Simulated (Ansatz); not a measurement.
## Zone-centre phonons of C: input and output

These are results of DFT PBEsol, scalar-relativistic, plane waves, PAW (Ansatz 0.2.0), not measurements.

Launched with:
```bash
ansatz run input.yaml --threads 1 --pin off --max-ram 3072MiB --backend cpu --events-out ev --progress --plain --runs-dir out
```

Input (bare energies are in eV):
```yaml
crystal:
  lattice:
    - [1.2295695268, -2.1292548142, 0.0]
    - [1.2295695268, 2.1292548142, 0.0]
    - [0.0, 0.0, 7.3868607327]
  atoms:
    - { symbol: C, position: [0.0833256574, 0.9166743426, 0.75] }
    - { symbol: C, position: [0.5833256574, 0.4166743426, 0.25] }
    - { symbol: C, position: [0.9166743426, 0.0833256574, 0.25] }
    - { symbol: C, position: [0.4166743426, 0.5833256574, 0.75] }
basis:
  ecutwfc: 420
kpoints:
  mp_grid: { grid: [18, 18, 6] }
hamiltonian:
  xc: pbesol
scf:
  occupations: { method: fermi_dirac, width: 0.15 }
output:
  eigenvalues: true
phonons:
  method: dfpt
  eigenvectors: true
```

The end of the output:
```
--- Phonons (Γ-DFPT): 3 representative perturbations + reference, on 364 of 1944 k-points (Σ response iterations 9) ---
  k mesh reduced under 4 symmetry operations, with k and −k counted as one. Each operation leaves every solved displacement unchanged or reverses it
  ASR residual: 2.270e-5 → 0.000e0 eV/Å²; symmetrization residual: 8.375e-14 eV/Å²
  ASR residual per site (eV/Å²): 2.27e-5 2.27e-5 2.27e-5 2.27e-5
  Γ frequencies (cm⁻¹): -19.36 0.00 0.00 0.00 31.62 50.55 873.09 874.06 1570.29 1572.57 1575.04 1577.19
  non-analytic LO–TO correction: not included (Born effective charges unavailable; polar crystals: no LO–TO splitting at Γ)
```

The run took 56 s on 1 thread of Arm Neoverse V1, with other jobs on the host, peak memory 0.79 GiB.

Without a gap, frequencies and elastic constants depend on the k mesh and the smearing, soft modes and shear constants most. The crystal is built of layers and no dispersion correction was added, so the binding between them is poorly described, and with it their spacing and whatever depends on it.

This form isn't the element's structure at ambient conditions. The bands only touch here, so at this level the crystal is a zero-gap semiconductor or semimetal, not an ordinary metal.